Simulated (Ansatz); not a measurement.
Au under changes of volume

One of the cells (18.207 Å³/atom); the others are scaled copies at fixed shape and fractional positions:

```xyz
1
Lattice="-1.6573 1.6573 1.6573 1.6573 -1.6573 1.6573 1.6573 1.6573 -1.6573" Properties=species:S:1:pos:R:3 pbc="T T T"
Au    0.0000    0.0000    0.0000
```

This isn't the form of Au at room conditions, which is fcc.

* Program: Ansatz 0.2.0
* Functional: PBE
* Potentials or basis: all-electron LAPW, scalar-relativistic
* Cutoff: 269 eV (chosen from the basis error)
* Basis error allowed: 0.0005 eV/atom
* k mesh: 11 × 11 × 11
* Occupations: fermi-dirac, width 0.05 eV
* Spin: no spin polarisation

```tsv
volume (Å³/atom)	energy over the lowest point (meV/atom)	pressure (GPa)
17.115	23.96	8.6
17.479	8.70	5.0
17.843	?	?
18.207	0.00	-0.9
18.571	4.79	-3.3
18.935	14.70	-5.4
19.299	29.12	-7.3
```

**Question.** What does the run at 17.843 Å³/atom give?

**Answer.** Energy over the lowest point 1.04 meV/atom; pressure 1.8 GPa.

Worked out: A Birch-Murnaghan fit of order 3 (a polynomial in V^(-2/3)) to the other rows has its minimum at 18.08 Å³/atom with B0 = V·E''(V) = 133 GPa and B' = 5.5. It gives 1.03 meV/atom at 17.843 Å³/atom, against the run's 1.04, and -dE/dV = 1.9 GPa, against 1.8.

Energies are extrapolated to zero smearing.
